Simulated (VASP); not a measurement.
Cu, 1 atom in the cell. It takes space group Fm-3m (No. 225, cubic). The conventional cell has a = 3.680 Å, b = 3.680 Å, c = 3.680 Å, α = 90.00°, β = 90.00°, γ = 90.00°. Cu (site symmetry m-3m) is surrounded by 12 Cu at 2.60 Å. 

```yaml
Program: VASP 6.6.1
Task: relaxation of cell and atoms
Functional: RPBE
Potentials_or_basis: VASP PAW PBE potentials, release 64 (Cu)
Cutoff: 600 eV
k_mesh: 18 × 18 × 18
Occupations: methfessel-paxton, width 0.1 eV
Spin: no spin polarisation
Further_INCAR_settings: ALGO = Normal; EDIFF = 1e-07; IBRION = 2; EDIFFG = -0.005; NSW = 90; ISIF = 3
```

Potentials or basis: VASP PAW PBE potentials, release 64 (Cu).

Launch:

```bash
$ cat potpaw_PBE.64/Cu/POTCAR > POTCAR
$ mpirun -np 1 vasp_std > vasp.out
```

Hardware: 1 thread of Intel(R) Xeon(R) Platinum 8488C (Sapphire Rapids), with other jobs on the host.

Problem. Estimate the wall time of this run.

Solution. Wall time 13 s on 1 thread of Intel(R) Xeon(R) Platinum 8488C (Sapphire Rapids), with other jobs on the host, peak memory 0.15 GiB. Counts: scf iterations 12, k points 195, ion steps 1.
